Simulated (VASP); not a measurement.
# BP (F-43m) in VASP: further runs

One crystal, BP, is run at these levels: PBE; tasks: G0W0 quasiparticle levels.

Program: VASP 6.6.1. These are calculated values, not measurements. Logs are shortened: lines on timing, memory, paths and dates and some standing lists are left out, and cuts for length are marked.

## 1. The structure

The structure is cubic, space group F-43m (No. 216). Conventional cell: a = 4.538 Å, b = 4.538 Å, c = 4.538 Å, α = 90.00°, β = 90.00°, γ = 90.00°. Around P (site symmetry -43m) lie 4 B at 1.97 Å. B (site symmetry -43m) has 4 P at 1.97 Å as nearest neighbours.

## 2. G0W0 quasiparticle levels, PBE

POSCAR reads:

```
BP
1.0
    0.0000000000      2.2690000000      2.2690000000
    2.2690000000      0.0000000000      2.2690000000
    2.2690000000      2.2690000000      0.0000000000
P B
1 1
Direct
    0.7500000000      0.7500000000      0.7500000000
    0.0000000000      0.0000000000      0.0000000000
```

INCAR.step1 reads:

```
SYSTEM = BP
PREC = Accurate
ENCUT = 450
EDIFF = 1E-8
ISMEAR = 0
SIGMA = 0.01
LREAL = .FALSE.
LASPH = .TRUE.
NELM = 80
ALGO = Normal
LWAVE = .TRUE.
LCHARG = .FALSE.
GGA = PE
```

INCAR.step2 reads:

```
SYSTEM = BP
PREC = Accurate
ENCUT = 450
EDIFF = 1E-8
ISMEAR = 0
SIGMA = 0.01
LREAL = .FALSE.
LASPH = .TRUE.
NELM = 1
ALGO = Exact
LWAVE = .TRUE.
LCHARG = .FALSE.
GGA = PE
NBANDS = 18
LOPTICS = .TRUE.
ISTART = 1
```

INCAR.step3 reads:

```
SYSTEM = BP
PREC = Accurate
ENCUT = 450
EDIFF = 1E-8
ISMEAR = 0
SIGMA = 0.01
LREAL = .FALSE.
LASPH = .TRUE.
ALGO = EVGW0
LWAVE = .FALSE.
LCHARG = .FALSE.
GGA = PE
NELMGW = 1
NBANDS = 18
ENCUTGW = 100
NOMEGA = 48
PRECFOCK = Fast
ISTART = 1
NBANDSGW = 12
```

KPOINTS reads:

```
Automatic mesh
0
G
  3 3 3
  0 0 0
```

Potentials or basis: VASP PAW PBE potentials, release 64 (P_GW, B_GW).

Command:

```
cat potpaw_PBE.64/P_GW/POTCAR potpaw_PBE.64/B_GW/POTCAR > POTCAR
cp INCAR.step1 INCAR
mpirun -np 1 vasp_std > vasp.out
cp INCAR.step2 INCAR
mpirun -np 1 vasp_std > vasp.out
cp INCAR.step3 INCAR
mpirun -np 1 vasp_std > vasp.out
```

OUTCAR:

```text
SYSTEM = BP
   PREC = Accurate
   ENCUT = 450
   EDIFF = 1E-8
   ISMEAR = 0
   LREAL = .FALSE.
   LASPH = .TRUE.
   GGA = PE
   NELMGW = 1
   ENCUTGW = 100
   PRECFOCK = Fast
   ISTART = 1

 Found      4 irreducible k-points:

 Following reciprocal coordinates:
            Coordinates               Weight
  0.000000  0.000000  0.000000      1.000000
  0.333333  0.000000  0.000000      8.000000
  0.333333  0.333333  0.000000      6.000000
 -0.333333  0.333333  0.000000     12.000000
   k-points           NKPTS =      4   k-points in BZ     NKDIM =     27   number of bands    NBANDS=     18
   number of dos      NEDOS =    301   number of ions     NIONS =      2
   total plane-waves  NPLWV =  13824
   dimension x,y,z NGX =    24 NGY =   24 NGZ =   24
   dimension x,y,z NGXF=    48 NGYF=   48 NGZF=   48
   ions per type =               1   1
   NGX,Y,Z   is equivalent  to a cutoff of  12.43, 12.43, 12.43 a.u.
   NGXF,Y,Z  is equivalent  to a cutoff of  24.87, 24.87, 24.87 a.u.
 SYSTEM =  BP
   PREC   = accura    normal or accurate (medium, high low for compatibility)
   ISTART =      1    job   : 0-new  1-cont  2-samecut
   ICHARG =      0    charge: 1-file 2-atom 10-const
   ISPIN  =      1    spin polarized calculation?
   LNONCOLLINEAR =      F non collinear calculations
   LSORBIT =      F    spin-orbit coupling
   LASPH  =      T    aspherical Exc in radial PAW
   ENCUT  =  450.0 eV  33.07 Ry    5.75 a.u.   5.55  5.55  5.55*2*pi/ulx,y,z
   NELM   =     60;   NELMIN=  2; NELMDL=  0     # of ELM steps
   EDIFF  = 0.1E-07   stopping-criterion for ELM
   LREAL  =      F    real-space projection
   EDIFFG = 0.1E-06   stopping-criterion for IOM
   NSW    =      0    number of steps for IOM
   IBRION =     -1    ionic relax: 0-MD 1-quasi-New 2-CG
   NFREE  =      0    steps in history (QN), initial steepest desc. (CG)
   ISIF   =      0    stress and relaxation
   ISYM   =      3    0-nonsym 1-usesym 2-fastsym
   POTIM  = 0.5000    time-step for ionic-motion
   TEBEG  =    0.0;   TEEND  =   0.0 temperature during run
   PSTRESS=    0.0 pullay stress
   NELECT =       8.0000    total number of electrons
   NUPDOWN=      -1.0000    fix difference up-down
   EMIN   =  10.00;   EMAX   =-10.00  energy-range for DOS
   EFERMI =   0.00;   METHOD = LEGACY
   ISMEAR =     0;   SIGMA  =   0.01  broadening in eV -4-tet -1-fermi 0-gaus
   EFERMI_NEDOS =   21; number of points for ismear=-14 and -15
   IALGO  =     38    algorithm
   IMIX   =      4    mixing-type and parameters
     AMIX     =   0.40;   BMIX     =  1.00
     AMIX_MAG =   1.60;   BMIX_MAG =  1.00
  volume/ion in A,a.u.               =      11.68        78.83
  Fermi-wavevector in a.u.,A,eV,Ry     =   1.145320  2.164342 17.847562  1.311759
  Thomas-Fermi vector in A             =   2.282009
   LORBIT       =      0    0 simple, 1 ext, 2 COOP (PROOUT), +10 PAW based schemes
   GGA     = PE    functional components
   LHFCALC =     T    Hartree Fock is set to
   PRECFOCK=fast      Normal, Fast or Accurate (Low or Medium for compatibility)
   ENCUT4O =  -1.0   cutoff for four orbital integrals eV
   NKREDX  =     1    reduce k-point grid by
   NKREDY  =     1    reduce k-point grid by
   NKREDZ  =     1    reduce k-point grid by
   AEXX    =    1.0000 exact exchange contribution
   HFSCREEN=    0.0000 screening length (either q_TF or 0.3 A-1)
   HFSCREENC=   0.0000 screening length for correlation (either q_TF or 0.3 A-1)
   ENCUTFOCK=  -1.0 apply spherical cutoff to Coloumb kernel
   IVDW    =     0    specifies the selected vdW correction
   LEPSILON=     F    determine dielectric tensor
   LRPA    =     F    only Hartree local field effects (RPA)
   LRPAFORCE           =     F    calculate RPA forces
   ENCUTGW             = 100.0    cutoff for response function in eV
   ENCUTGWSOFT         =  80.0    soft cutoff for Coulomb kernel in GW response function in eV
   ENCUTLF             =  -1.0    cutoff for local field effects
   NELMGW              =     1    number of iterations in solving QP/BSE equation
   NELMHF              =     1    number of iterations in the inner HF iteration
   NKREDLFX            =     1    NKREDLFY  =   1   NKREDLFZ  =   1
 non-spin polarized calculation
 Gauss-broadening in eV      SIGMA  =   0.01
  energy-cutoff  :      450.00
  volume of cell :       23.36
 maximum number of plane-waves:       531
 NGX is ok and might be reduce to    24
  NGX = 14; NGY = 14; NGZ = 14
   NGX = 11   NGY = 11   NGZ = 11
 maximum number of plane-waves:        59
 NGX is ok and might be reduce to    14

 QP shifts <psi_nk| G(iteration)W_0 |psi_nk>: iteration 1
 for sc-GW calculations column KS-energies equals QP-energies in previous step
 and V_xc(KS)=  KS-energies - (<T + V_ion + V_H > + <T+V_H+V_ion>^1  + <V_x>^1)

 k-point   1 :       0.0000    0.0000    0.0000
  band No.  KS-energies  QP-energies   sigma(KS)   V_xc(KS)     V^pw_x(r,r')   Z            occupation Imag(sigma)

      1      -8.2562      -8.5979     -12.5115     -12.0443     -20.4104       0.7315       2.0000       1.5852
      2       7.2423       7.4827     -13.0297     -13.3323     -15.6940       0.7943       2.0000       0.0982
      3       7.2423       7.4827     -13.0297     -13.3323     -15.6940       0.7943       2.0000       0.0982
      4       7.2423       7.4827     -13.0297     -13.3323     -15.6940       0.7943       2.0000       0.0982
      5      10.5996      11.6550     -10.7120     -12.0587      -6.6990       0.7837       0.0000      -0.1018
      6      10.5996      11.6550     -10.7120     -12.0587      -6.6990       0.7837       0.0000      -0.1018
      7      10.5996      11.6550     -10.7120     -12.0587      -6.6990       0.7837       0.0000      -0.1018
      8      14.6211      15.7572     -11.2652     -12.7388      -5.8616       0.7709       0.0000      -0.2672
      9      18.7364      19.2968      -8.6390      -9.3455      -3.2088       0.7933       0.0000      -0.4098
     10      19.2001      20.6737      -9.8525     -11.7529      -4.8887       0.7754       0.0000      -0.2822
     11      19.2001      20.6737      -9.8525     -11.7529      -4.8887       0.7754       0.0000      -0.2822
     12      22.8563      23.9020      -8.5545      -9.8669      -2.7229       0.7968       0.0000      -0.7987

 k-point   2 :       0.3333    0.0000    0.0000
  band No.  KS-energies  QP-energies   sigma(KS)   V_xc(KS)     V^pw_x(r,r')   Z            occupation Imag(sigma)
[... 33 lines left out ...]
      1      -3.8247      -4.0461     -13.0122     -12.7142     -19.3027       0.7430       2.0000       0.7946
      2      -0.6121      -0.8929     -12.8873     -12.5124     -17.8964       0.7490       2.0000       0.4625
      3       0.8718       0.6619     -11.9051     -11.6314     -15.7545       0.7667       2.0000       0.2544
      4       4.1665       4.1641     -12.6977     -12.6946     -16.0028       0.7760       2.0000       0.1484
      5       9.8351      10.6468      -9.8927     -10.9091      -5.8143       0.7985       0.0000      -0.0955
      6      15.4335      16.5600     -10.1527     -11.5956      -5.2861       0.7807       0.0000      -0.2339
      7      15.7422      17.1132     -10.5790     -12.3392      -5.3371       0.7789       0.0000      -0.3031
      8      16.9753      18.2651     -10.8019     -12.4877      -5.3046       0.7651       0.0000      -0.3455
      9      17.6280      18.9221     -10.4661     -12.1376      -5.1107       0.7742       0.0000      -0.3412
     10      18.8698      20.1699      -9.7338     -11.3649      -4.7725       0.7971       0.0000      -0.3632
     11      25.9044      27.3829     -10.1260     -12.0791      -3.4867       0.7570       0.0000      -0.9530
     12      27.2862      28.5378      -8.5617     -10.1504      -2.6179       0.7878       0.0000      -0.9960
```

OUTCAR.step2:

```text
SYSTEM = BP
   PREC = Accurate
   ENCUT = 450
   EDIFF = 1E-8
[... 519 lines left out ...]
  --------------------------------------------------------------------------------------------------------------
     0.00000    18.78421    18.78421    18.78421    -0.00000    -0.00000     0.00000
     0.55115    19.01931    19.01931    19.01931    -0.00000    -0.00000     0.00000
     1.10230    19.78505    19.78505    19.78505    -0.00000    -0.00000     0.00000
     1.65345    21.28298    21.28298    21.28298    -0.00000    -0.00000     0.00000
     2.20460    24.09755    24.09755    24.09755    -0.00000    -0.00000     0.00000
     2.75575    30.54040    30.54040    30.54040    -0.00000    -0.00000     0.00000
[... 92 lines left out ...]
    54.01279     0.79179     0.79179     0.79179     0.00000     0.00000    -0.00000
    54.56395     0.79617     0.79617     0.79617     0.00000     0.00000    -0.00000
```

It took 12 s on 1 thread of Intel Xeon Platinum 8259CL at 2.50GHz (Skylake/Cascade Lake), shared host; peak memory 0.16 GiB.

These settings aren't checked as converged: the numbers below hold their error.

What came out:

```
Band gap on the k mesh, mean-field level : 1.34 eV, indirect (least direct gap 3.36 eV)
Quasiparticle gap                        : 1.87 eV
Least direct quasiparticle gap           : 4.17 eV
```

Caveat: the k mesh is coarse (spacing up to 0.80 Å⁻¹), so the values aren't converged; bands, screening cutoff and mesh are small and nothing is extrapolated, so the quasiparticle values aren't converged; an odd mesh through Γ misses points on the zone boundary, where band edges often lie.

[end of part 1 of 2]
